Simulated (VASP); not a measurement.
# Si (Fd-3m) in VASP: notebook, part 2 of 2

VASP 6.6.1. Earlier steps stand in the parts before.

## 3. Single point, PBE (grid = ENCUT=350 dk=0.45 cell=3x3x3 ISMEAR=0 SIGMA=0.05 LREAL=Auto EDIFF=1e-06)

The input, INCAR:

```
SYSTEM = Si
PREC = Accurate ; ENCUT = 350
EDIFF = 1E-6 ; ISMEAR = 0
SIGMA = 0.05 ; LREAL = Auto
LASPH = .True. ; NELM = 120
ALGO = Fast ; ISIF = 2
LWAVE = .False. ; LCHARG = .False.
GGA = PE ; NBANDS = 126
NCORE = 1 ; KPAR = 2
```

The input, KPOINTS:

```
Automatic mesh
0
Gamma
  2 2 2
  0 0 0
```

The input, POSCAR:

```
Si
1.0
    0.0000000000      8.1655535595      8.1655535595
    8.1655535595      0.0000000000      8.1655535595
    8.1655535595      8.1655535595      0.0000000000
Si
54
Direct
    0.1666666667      0.1666666667      0.1666666667
    0.1666666667      0.1666666667      0.5000000000
    0.1666666667      0.1666666667      0.8333333333
    0.1666666667      0.5000000000      0.1666666667
    0.1666666667      0.5000000000      0.5000000000
    0.1666666667      0.5000000000      0.8333333333
    0.1666666667      0.8333333333      0.1666666667
    0.1666666667      0.8333333333      0.5000000000
    0.1666666667      0.8333333333      0.8333333333
    0.5000000000      0.1666666667      0.1666666667
    0.5000000000      0.1666666667      0.5000000000
    0.5000000000      0.1666666667      0.8333333333
    0.5000000000      0.5000000000      0.1666666667
    0.5000000000      0.5000000000      0.5000000000
    0.5000000000      0.5000000000      0.8333333333
    0.5000000000      0.8333333333      0.1666666667
    0.5000000000      0.8333333333      0.5000000000
    0.5000000000      0.8333333333      0.8333333333
    0.8333333333      0.1666666667      0.1666666667
    0.8333333333      0.1666666667      0.5000000000
    0.8333333333      0.1666666667      0.8333333333
    0.8333333333      0.5000000000      0.1666666667
    0.8333333333      0.5000000000      0.5000000000
    0.8333333333      0.5000000000      0.8333333333
    0.8333333333      0.8333333333      0.1666666667
    0.8333333333      0.8333333333      0.5000000000
    0.8333333333      0.8333333333      0.8333333333
    0.2500000000      0.2500000000      0.2500000000
    0.2500000000      0.2500000000      0.5833333333
    0.2500000000      0.2500000000      0.9166666667
    0.2500000000      0.5833333333      0.2500000000
    0.2500000000      0.5833333333      0.5833333333
    0.2500000000      0.5833333333      0.9166666667
    0.2500000000      0.9166666667      0.2500000000
    0.2500000000      0.9166666667      0.5833333333
    0.2500000000      0.9166666667      0.9166666667
    0.5833333333      0.2500000000      0.2500000000
    0.5833333333      0.2500000000      0.5833333333
    0.5833333333      0.2500000000      0.9166666667
    0.5833333333      0.5833333333      0.2500000000
    0.5833333333      0.5833333333      0.5833333333
    0.5833333333      0.5833333333      0.9166666667
    0.5833333333      0.9166666667      0.2500000000
    0.5833333333      0.9166666667      0.5833333333
    0.5833333333      0.9166666667      0.9166666667
    0.9166666667      0.2500000000      0.2500000000
    0.9166666667      0.2500000000      0.5833333333
    0.9166666667      0.2500000000      0.9166666667
    0.9166666667      0.5833333333      0.2500000000
    0.9166666667      0.5833333333      0.5833333333
    0.9166666667      0.5833333333      0.9166666667
    0.9166666667      0.9166666667      0.2500000000
    0.9166666667      0.9166666667      0.5833333333
    0.9166666667      0.9166666667      0.9166666667
```

Potentials or basis: VASP PAW PBE potentials, release 64 (Si).

Launch:

```
> cat potpaw_PBE.64/Si/POTCAR > POTCAR
> mpirun -np 4 vasp_std > vasp.out
```

OUTCAR:

```text
SYSTEM = Si
   PREC = Accurate
   ENCUT = 350
   EDIFF = 1E-6
   ISMEAR = 0
   LREAL = Auto
   LASPH = .True.
   NELM = 120
   ISIF = 2
   GGA = PE

 Found      3 irreducible k-points:

 Following reciprocal coordinates:
            Coordinates               Weight
  0.000000  0.000000  0.000000      1.000000
  0.500000  0.000000  0.000000      4.000000
  0.500000  0.500000  0.000000      3.000000
   k-points           NKPTS =      3   k-points in BZ     NKDIM =      3   number of bands    NBANDS=    126
   number of dos      NEDOS =    301   number of ions     NIONS =     54
   total plane-waves  NPLWV = 343000
   dimension x,y,z NGX =    70 NGY =   70 NGZ =   70
   dimension x,y,z NGXF=   140 NGYF=  140 NGZF=  140
   ions per type =              54
   NGX,Y,Z   is equivalent  to a cutoff of  10.08, 10.08, 10.08 a.u.
   NGXF,Y,Z  is equivalent  to a cutoff of  20.15, 20.15, 20.15 a.u.
 SYSTEM =  Si
   PREC   = accura    normal or accurate (medium, high low for compatibility)
   ISTART =      0    job   : 0-new  1-cont  2-samecut
   ICHARG =      2    charge: 1-file 2-atom 10-const
   ISPIN  =      1    spin polarized calculation?
   LNONCOLLINEAR =      F non collinear calculations
   LSORBIT =      F    spin-orbit coupling
   LASPH  =      T    aspherical Exc in radial PAW
   ENCUT  =  350.0 eV  25.72 Ry    5.07 a.u.  17.62 17.62 17.62*2*pi/ulx,y,z
   NELM   =    120;   NELMIN=  2; NELMDL= -5     # of ELM steps
   EDIFF  = 0.1E-05   stopping-criterion for ELM
   LREAL  =      T    real-space projection
   EDIFFG = 0.1E-04   stopping-criterion for IOM
   NSW    =      0    number of steps for IOM
   IBRION =     -1    ionic relax: 0-MD 1-quasi-New 2-CG
   NFREE  =      0    steps in history (QN), initial steepest desc. (CG)
   ISIF   =      2    stress and relaxation
   ISYM   =      2    0-nonsym 1-usesym 2-fastsym
   POTIM  = 0.5000    time-step for ionic-motion
   TEBEG  =    0.0;   TEEND  =   0.0 temperature during run
   PSTRESS=    0.0 pullay stress
   NELECT =     216.0000    total number of electrons
   NUPDOWN=      -1.0000    fix difference up-down
   EMIN   =  10.00;   EMAX   =-10.00  energy-range for DOS
   EFERMI =   0.00;   METHOD = LEGACY
   ISMEAR =     0;   SIGMA  =   0.05  broadening in eV -4-tet -1-fermi 0-gaus
   EFERMI_NEDOS =   21; number of points for ismear=-14 and -15
   IALGO  =     68    algorithm
   IMIX   =      4    mixing-type and parameters
     AMIX     =   0.40;   BMIX     =  1.00
     AMIX_MAG =   1.60;   BMIX_MAG =  1.00
  volume/ion in A,a.u.               =      20.16       136.08
  Fermi-wavevector in a.u.,A,eV,Ry     =   0.954766  1.804247 12.402783  0.911579
  Thomas-Fermi vector in A             =   2.083543
   LORBIT       =      0    0 simple, 1 ext, 2 COOP (PROOUT), +10 PAW based schemes
   GGA     = PE    functional components
   LHFCALC =     F    Hartree Fock is set to
   AEXX    =    0.0000 exact exchange contribution
   IVDW    =     0    specifies the selected vdW correction
   LEPSILON=     F    determine dielectric tensor
   LRPA    =     F    only Hartree local field effects (RPA)
 non-spin polarized calculation
 RMM-DIIS sequential band-by-band and
 Gauss-broadening in eV      SIGMA  =   0.05
  energy-cutoff  :      350.00
  volume of cell :     1088.90
 maximum number of plane-waves:     16361
   NGX = 35   NGY = 35   NGZ = 35

 number of electron     215.9999999 magnetization

 Free energy of the ion-electron system (eV)
  ---------------------------------------------------
  ext. energy  EPLUGINS =         0.00000000
  ---------------------------------------------------
  free energy    TOTEN  =      -292.20789338 eV

  energy without entropy =     -292.20789338  energy(sigma->0) =     -292.20789338

 E-fermi :   5.9940     XC(G=0):  -9.3766

 val. band max:        5.7622917099   @ k =   0.0000   0.0000   0.0000
 cond. band min:       6.4852548375   @ k =   0.5000   0.5000   0.0000
 fundamental gap:      0.7229631276
 Fermi energy:         5.9940268182

 k-point     1 :       0.0000    0.0000    0.0000
  band No.  band energies     occupation
      1      -6.1487      2.00000
      2      -4.7808      2.00000
      3      -4.7808      2.00000
      4      -4.7808      2.00000
      5      -4.7808      2.00000
      6      -4.7808      2.00000
[... 112 lines left out ...]
    119       7.3406      0.00000
[... 245 lines left out ...]
    119       7.8032      0.00000
    120       7.8032      0.00000
 [bands above 120 left out]

------------------------ aborting loop because EDIFF is reached ----------------------------------------

  FORCE on cell =-STRESS in cart. coord.  units (eV):
  Direction    XX          YY          ZZ          XY          YZ          ZX
  --------------------------------------------------------------------------------------
  -------------------------------------------------------------------------------------
  Total        8.7259076      8.7259076      8.7259076     -0.0000000      0.0000000      0.0000000
  in kB       12.8390917     12.8390917     12.8390917     -0.0000000      0.0000000      0.0000000
  external PRESSURE =      12.8390917 kB  Pullay stress =       0.0000000 kB

 VOLUME and BASIS-vectors are now :
 -----------------------------------------------------------------------------
  energy-cutoff  :      350.00
  volume of cell :     1088.90
      direct lattice vectors                 reciprocal lattice vectors
     0.000000000  8.165553559  8.165553559    -0.061232836  0.061232836  0.061232836
     8.165553559  0.000000000  8.165553559     0.061232836 -0.061232836  0.061232836
     8.165553559  8.165553559  0.000000000     0.061232836  0.061232836 -0.061232836

 POSITION                                       TOTAL-FORCE (eV/Angst)
 -----------------------------------------------------------------------------------
      2.72185      2.72185      2.72185         0.000000      0.000000      0.000000
      5.44370      5.44370      2.72185         0.000000      0.000000      0.000000
      8.16555      8.16555      2.72185         0.000000      0.000000      0.000000
      5.44370      2.72185      5.44370         0.000000      0.000000      0.000000
      8.16555      5.44370      5.44370         0.000000      0.000000     -0.000000
     10.88740      8.16555      5.44370         0.000000      0.000000      0.000000
[... 46 lines left out ...]
     12.24833     12.24833     14.97018        -0.000000     -0.000000     -0.000000
     14.97018     14.97018     14.97018        -0.000000     -0.000000      0.000000
 -----------------------------------------------------------------------------------
    total drift:                                0.000001      0.000001      0.000001

  FREE ENERGIE OF THE ION-ELECTRON SYSTEM (eV)
  ---------------------------------------------------
  free  energy   TOTEN  =      -292.2078933769 eV

  energy  without entropy=     -292.2078933769  energy(sigma->0) =     -292.20789338
```

OSZICAR:

```text
N       E                     dE             d eps       ncg     rms          rms(c)
DAV:   1     0.487949167281E+03    0.48795E+03   -0.65988E+04   756   0.103E+03
DAV:   2    -0.245985033655E+03   -0.73393E+03   -0.71196E+03   940   0.176E+02
DAV:   3    -0.295683666441E+03   -0.49699E+02   -0.49080E+02   904   0.426E+01
DAV:   4    -0.297013819616E+03   -0.13302E+01   -0.13229E+01   880   0.847E+00
DAV:   5    -0.297061680616E+03   -0.47861E-01   -0.47814E-01   928   0.145E+00    0.254E+01
RMM:   6    -0.293687481652E+03    0.33742E+01   -0.18449E+00   774   0.253E+00    0.155E+01
RMM:   7    -0.292136547228E+03    0.15509E+01   -0.50294E+00   828   0.428E+00    0.880E-01
RMM:   8    -0.292190117974E+03   -0.53571E-01   -0.47085E-01   845   0.155E+00    0.431E-01
RMM:   9    -0.292204694633E+03   -0.14577E-01   -0.11144E-01   847   0.718E-01    0.456E-01
RMM:  10    -0.292206654342E+03   -0.19597E-02   -0.17748E-02   882   0.334E-01    0.344E-01
RMM:  11    -0.292207643042E+03   -0.98870E-03   -0.10216E-02   835   0.244E-01    0.312E-01
RMM:  12    -0.292207835547E+03   -0.19251E-03   -0.17553E-03   887   0.119E-01    0.152E-01
RMM:  13    -0.292207881001E+03   -0.45453E-04   -0.44369E-04   920   0.529E-02    0.180E-01
RMM:  14    -0.292207898375E+03   -0.17375E-04   -0.10250E-04   858   0.257E-02    0.186E-01
RMM:  15    -0.292207892445E+03    0.59303E-05   -0.31548E-05   853   0.149E-02    0.159E-01
RMM:  16    -0.292207893377E+03   -0.93180E-06   -0.92501E-06   764   0.792E-03
   1 F= -.29220789E+03 E0= -.29220789E+03  d E =-.496105E-11
```

stdout:

```text
POSCAR found type information on POSCAR Si
 POSCAR found :  1 types and      54 ions
 scaLAPACK will be used
 LDA part: xc-table for (Slater+PW92), standard interpolation
 POSCAR, INCAR and KPOINTS ok, starting setup
 FFT: planning ... GRIDC
 FFT: planning ... GRID_SOFT
 FFT: planning ... GRID
 WAVECAR not read
 entering main loop
```

It took 3.8 min on 4 MPI ranks of AMD EPYC 7R13 (Zen 3), shared host; peak memory 0.46 GiB.

These settings aren't checked as converged: the numbers below hold their error.

What came out:

```
Free energy            : -292.2079 eV
Pressure               : 1.3 GPa
Band gap on the k mesh : 0.72 eV
```

## 4. The reference run

An earlier run on the cell as given: functional PBE; potentials or basis VASP PAW PBE potentials, release 64 (Si); cutoff 520 eV; k mesh 8 × 8 × 8; occupations fermi-dirac, width 0.05 eV; no spin polarisation.

- Pressure: 1.3 GPa
- Band gap on the k mesh: 0.63 eV, indirect (least direct gap 2.56 eV)
